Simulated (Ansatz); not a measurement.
A plane-wave DFT run in Ansatz 0.2.0 (scalar-relativistic PAW potentials unless the input names others): input and command.

```yaml
crystal:
  lattice:
    - [3.8684636528, 0.0, 0.0]
    - [-1.9342318264, 3.350187797, 0.0]
    - [0.0, 0.0, 29.750955775]
  atoms:
    - { symbol: Si, position: [0.6666666667, 0.3333333333, 0.2582555521] }
    - { symbol: Ni, position: [0.3333333333, 0.6666666667, 0.2542259187] }
    - { symbol: Ni, position: [0.0, 0.0, 0.2887814859] }
    - { symbol: Si, position: [0.3333333333, 0.6666666667, 0.3342924703] }
    - { symbol: Ni, position: [0.6666666667, 0.3333333333, 0.3358507672] }
    - { symbol: Ni, position: [0.0, 0.0, 0.374450716] }
    - { symbol: Si, position: [0.6666666667, 0.3333333333, 0.4184360395] }
    - { symbol: Ni, position: [0.3333333333, 0.6666666667, 0.4160320077] }
    - { symbol: Ni, position: [0.0, 0.0, 0.4581878372] }
    - { symbol: Si, position: [0.3333333333, 0.6666666667, 0.5000000022] }
    - { symbol: Ni, position: [0.6666666667, 0.3333333333, 0.4999999985] }
    - { symbol: Ni, position: [0.0, 0.0, 0.5418121597] }
    - { symbol: Si, position: [0.6666666667, 0.3333333333, 0.581563939] }
    - { symbol: Ni, position: [0.3333333333, 0.6666666667, 0.5839679822] }
    - { symbol: Ni, position: [0.0, 0.0, 0.6255492851] }
    - { symbol: Si, position: [0.3333333333, 0.6666666667, 0.665707537] }
    - { symbol: Ni, position: [0.6666666667, 0.3333333333, 0.6641492171] }
    - { symbol: Ni, position: [0.0, 0.0, 0.7112185322] }
    - { symbol: Si, position: [0.6666666667, 0.3333333333, 0.7417444224] }
    - { symbol: Ni, position: [0.3333333333, 0.6666666667, 0.7457741301] }
kpoints:
  mp_grid: { grid: [9, 9, 1] }
hamiltonian:
  xc: pbesol
scf:
  occupations: { method: gaussian, width: 0.1 }
output:
  forces: true
  eigenvalues: true
efield:
  axis: 3
  dipole_correction: true
  ramp_width: 0.04
accuracy: medium
```

```bash
ansatz run input.yaml --threads 4 --pin off --max-ram 10240MiB --backend cpu --events-out ev --progress --plain --runs-dir out
```

Abridged log:
```
Basis set: ecut = 420 eV, 7623 PW (Γ), exchange–correlation on 54×54×400 points (8 copies of the dense FFT grid, shifted against one another)
Bands: 158, of which v1, the nominal top of the filled ones, is band 131 counted from 1 (130 counted from 0)
Symmetry: 6 space group operations
k-points: 12 of 81 (time reversal used)
SCF iter   1: F=—  HF=-79824.147724 eV  |F-HF|=—  |Δ(HF+E_count)|=         —  Δρ=2.19e-2  dr2=9.00e0  ethr=1.77e-3  p= 0.000 e·Å  D=-1.16e-8 V/Å  ΔV_dip=0.00 eV  dr2_dipole=2.41e-7  V_vac-E_F(+/−)=4.99/4.99 eV  ⟨swp⟩=8.5  Hψ=8896  notcnv=0  defer=71
efield: sawtooth ramp at fractional position 0.9800 (placed from the atoms, in the widest stretch of the axis that holds none; the zero of the levels goes with the place), width 0.0400; the density the first Hamiltonian is built on has a dipole p =  0.000 e·Å; the dipole correction subtracts the counter field D = -1.16e-8 V/Å, which shifts the + side's vacuum level by +0.00 eV against the − side's; the planar-averaged density in the ramp window peaks in size at 5.4e-5 e/Å³
SCF iter   2: F=—  HF=-79824.242764 eV  |F-HF|=—  |Δ(HF+E_count)|=   9.50e-2  Δρ=2.96e-2  dr2=2.28e0  ethr=1.77e-3  p=0.000 e·Å  D=3.51e-5 V/Å  ΔV_dip= 0.00 eV  dr2_dipole=1.41e-6  V_vac-E_F(+/−)=4.31/4.31 eV  ⟨swp⟩=2.3  Hψ=2987  notcnv=0  defer=229
SCF iter   3: F=—  HF=-79823.901748 eV  |F-HF|=—  |Δ(HF+E_count)|=   3.41e-1  Δρ=8.01e-3  dr2=1.74e-1  ethr=8.71e-4  p=0.000 e·Å  D=2.17e-5 V/Å  ΔV_dip= 0.00 eV  dr2_dipole=2.68e-7  V_vac-E_F(+/−)=4.41/4.41 eV  ⟨swp⟩=2.2  Hψ=2560  notcnv=0  defer=229
SCF iter   4: F=—  HF=-79823.877047 eV  |F-HF|=—  |Δ(HF+E_count)|=   2.47e-2  Δρ=1.69e-3  dr2=5.91e-3  ethr=6.63e-5  p=0.000 e·Å  D=6.35e-6 V/Å  ΔV_dip= 0.00 eV  dr2_dipole=5.28e-8  V_vac-E_F(+/−)=4.44/4.44 eV  ⟨swp⟩=2.1  Hψ=3248  notcnv=0  defer=228
SCF iter   5: F=—  HF=-79823.878944 eV  |F-HF|=—  |Δ(HF+E_count)|=   1.90e-3  Δρ=1.17e-3  dr2=3.98e-3  ethr=2.26e-6  p=0.000 e·Å  D=4.59e-6 V/Å  ΔV_dip= 0.00 eV  dr2_dipole=2.04e-8  V_vac-E_F(+/−)=4.44/4.44 eV  ⟨swp⟩=2.9  Hψ=3609  notcnv=0  defer=228
SCF iter   6: F=—  HF=-79823.879125 eV  |F-HF|=—  |Δ(HF+E_count)|=   1.81e-4  Δρ=5.57e-4  dr2=1.01e-3  ethr=1.52e-6  p=0.000 e·Å  D=3.19e-6 V/Å  ΔV_dip= 0.00 eV  dr2_dipole=5.44e-9  V_vac-E_F(+/−)=4.44/4.44 eV  ⟨swp⟩=1.8  Hψ=2199  notcnv=0  defer=228
SCF iter   7: F=—  HF=-79823.879375 eV  |F-HF|=—  |Δ(HF+E_count)|=   2.50e-4  Δρ=2.28e-4  dr2=1.85e-4  ethr=3.84e-7  p=0.000 e·Å  D=4.66e-7 V/Å  ΔV_dip= 0.00 eV  dr2_dipole=6.91e-10  V_vac-E_F(+/−)=4.44/4.44 eV  ⟨swp⟩=2.0  Hψ=2464  notcnv=0  defer=228
SCF iter   8: F=—  HF=-79823.879421 eV  |F-HF|=—  |Δ(HF+E_count)|=   4.61e-5  Δρ=1.16e-4  dr2=3.45e-5  ethr=7.07e-8  p=0.000 e·Å  D=3.51e-7 V/Å  ΔV_dip= 0.00 eV  dr2_dipole=8.32e-11  V_vac-E_F(+/−)=4.44/4.44 eV  ⟨swp⟩=2.2  Hψ=2558  notcnv=0  defer=228
SCF iter   9: F=—  HF=-79823.879317 eV  |F-HF|=—  |Δ(HF+E_count)|=   1.04e-4  Δρ=4.13e-5  dr2=5.64e-6  ethr=1.32e-8  p=0.000 e·Å  D=1.53e-7 V/Å  ΔV_dip= 0.00 eV  dr2_dipole=1.64e-11  V_vac-E_F(+/−)=4.44/4.44 eV  ⟨swp⟩=2.7  Hψ=2570  notcnv=0  defer=228
SCF iter  10: F=—  HF=-79823.879320 eV  |F-HF|=—  |Δ(HF+E_count)|=   3.42e-6  Δρ=1.56e-5  dr2=9.00e-7  ethr=2.15e-9  p=0.000 e·Å  D=1.12e-7 V/Å  ΔV_dip= 0.00 eV  dr2_dipole=2.10e-11  V_vac-E_F(+/−)=4.44/4.44 eV  ⟨swp⟩=2.0  Hψ=2263  notcnv=0  defer=228
SCF iter  11: F=-79823.879321 eV  HF=-79823.879321 eV  |F-HF|=1.10e-7  |Δ(HF+E_count)|=   9.34e-7  Δρ=5.28e-6  dr2=8.43e-8  ethr=3.82e-11  p= 0.000 e·Å  D=-1.97e-8 V/Å  ΔV_dip=0.00 eV  dr2_dipole=6.60e-13  V_vac-E_F(+/−)=4.44/4.44 eV  ⟨swp⟩=14.4  Hψ=11440  notcnv=0
SCF 1 converged in 11 iterations: F = -79823.879321 eV  dr2 = 8.43e-8
SCF converged after 11 iterations
Free energy (F): -79823.879321 eV
Harris-Foulkes:  -79823.879321 eV  (|F-HF|=1.10e-7)
Internal energy: -79823.834373 eV  (E = F + TS)
E sigma→0 (E₀):  -79823.856847 eV
Entropy (-TS):   -0.044949 eV (-2.247 meV/atom)
Fermi energy:    7.722793 eV
Dipole field:    D = -0.000001 V/Å  (p = -0.000002 e·Å, saw-weighted, corrected)
Work function:   Φ+ = 4.4393 eV   Φ− = 4.4393 eV
Levels:          The Fermi level and band energies are counted from a zero that moves with the ramp; work functions are not
--- Forces (eV/Å), atoms counted from 1 ---
  atom   1  Si     0.00000000     0.00000000    -0.00795624
  atom   2  Ni     0.00000000     0.00000000     0.00167711
  atom   3  Ni     0.00000000     0.00000000     0.00417955
  atom   4  Si     0.00000000     0.00000000     0.00367575
  atom   5  Ni     0.00000000     0.00000000     0.00489713
  atom   6  Ni     0.00000000     0.00000000     0.00301943
  atom   7  Si     0.00000000     0.00000000    -0.00709976
  atom   8  Ni     0.00000000     0.00000000    -0.00546270
  atom   9  Ni     0.00000000     0.00000000    -0.00121632
  atom  10  Si     0.00000000     0.00000000    -0.00000134
  atom  11  Ni     0.00000000     0.00000000    -0.00000133
  atom  12  Ni     0.00000000     0.00000000     0.00121627
  atom  13  Si     0.00000000     0.00000000     0.00710272
  atom  14  Ni     0.00000000     0.00000000     0.00546595
  atom  15  Ni     0.00000000     0.00000000    -0.00302034
  atom  16  Si     0.00000000     0.00000000    -0.00367494
  atom  17  Ni     0.00000000     0.00000000    -0.00489857
  atom  18  Ni     0.00000000     0.00000000    -0.00418141
  atom  19  Si     0.00000000     0.00000000     0.00795800
  atom  20  Ni     0.00000000     0.00000000    -0.00167584
```

Apart from outputs, empty bands and the relaxation, which only the reference makes, the input differs from a reference run on usual settings in accuracy: not typed → "medium"; basis.ecutwfc: 420 → not typed. The reference, at the same geometry, ended its own course with largest force 0.008 eV/Å, no gap on the mesh. This run converged in 11 SCF iterations with an energy at zero smearing within 0.01 meV/atom of the reference's, largest force 0.008 eV/Å, no gap on the mesh.

Time: 14 s on 4 threads of Intel(R) Xeon(R) 6975P-C (Granite Rapids) (shared host), peak memory 1.6 GiB.